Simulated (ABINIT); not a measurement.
Crystal: CsPbCl3.

```
Pb Cs Cl
1.0
     5.60500    0.00000    0.00000
     0.00000    5.60500    0.00000
     0.00000    0.00000    5.60500
Pb Cs Cl
1 1 3
Cartesian
  2.8025 2.8025 2.8025
  0.0000 0.0000 0.0000
  2.8025 0.0000 2.8025
  0.0000 2.8025 2.8025
  2.8025 2.8025 0.0000
```

Base run:

```yaml
Program: ABINIT 10.8.3 (patched build)
Functional: PBE
Potentials_or_basis: PseudoDojo NC SR PBE v0.4.1 standard
Cutoff: 707 eV
k_mesh: 4 × 4 × 4
Occupations: fermi-dirac, width 0.05 eV
Spin: no spin polarisation
```

Its results: band gap on the k mesh 1.93 eV, direct; pressure 1.8 GPa.

Problem. The run is repeated on the same cell with these changes: functional from PBE to PBEsol; potentials or basis from PseudoDojo NC SR PBE v0.4.1 standard to PseudoDojo NC SR PBEsol v0.4 stringent; cutoff from 707 eV to 980 eV; valence electrons from 44 to 52. What comes out?

Solution. Band gap on the k mesh 1.81 eV, direct; pressure 0.1 GPa.

Caveats: spin-orbit coupling is left out, which as a rule narrows the gap of such compounds by several tenths of an eV; the cutoff is short for stress, so the pressure is rough (some runs).

A k mesh can miss the band edges.
